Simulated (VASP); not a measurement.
Set up this calculation in VASP 6.6.1, as the native input.

```yaml
Task: single point
Functional: PBEsol
Potentials_or_basis: VASP PAW PBE potentials, release 64 (Ga_d, P)
Cutoff: 520 eV
k_mesh: 10 × 10 × 10
Occupations: gaussian, width 0.05 eV
Spin: no spin polarisation
Dipole_correction: no
Further_INCAR_settings: ALGO = Fast; EDIFF = 1e-06; NBANDS = 16
```

The structure of GaP lies in POSCAR:

```
GaP
1.0
    0.0000000000      2.7343040532      2.7343040532
    2.7343040532      0.0000000000      2.7343040532
    2.7343040532      2.7343040532      0.0000000000
Ga P
1 1
Direct
    0.0000000000      0.0000000000      0.0000000000
    0.7500000000      0.7500000000      0.7500000000
```

One way to write it, as run:

INCAR

```
SYSTEM = GaP
PREC = Accurate
ENCUT = 520
EDIFF = 1E-6
ISMEAR = 0
SIGMA = 0.05
LREAL = .False.
LASPH = .True.
NELM = 100
ALGO = Fast
ISIF = 2
LWAVE = .False.
LCHARG = .True.
GGA = PS
LELF = .True.
LVHAR = .True.
NBANDS = 16
```

KPOINTS

```
regular mesh
0
Gamma
  10 10 10
  0 0 0
```

Potentials or basis: VASP PAW PBE potentials, release 64 (Ga_d, P).

Run with:

```sh
$ cat potpaw_PBE.64/Ga_d/POTCAR potpaw_PBE.64/P/POTCAR > POTCAR
$ mpirun -np 1 vasp_std > vasp.out
```

It gave:

```json
{
  "Pressure": "-1.3 GPa",
  "Band gap on the k mesh": "1.50 eV, indirect (least direct gap 1.67 eV)"
}
```

Caveat: the PAW data sets were made with another functional, which shifts forces and pressure a little.

It took 24 s on 1 thread of Intel(R) Xeon(R) Platinum 8488C (Sapphire Rapids) (shared host), peak memory 0.17 GiB.
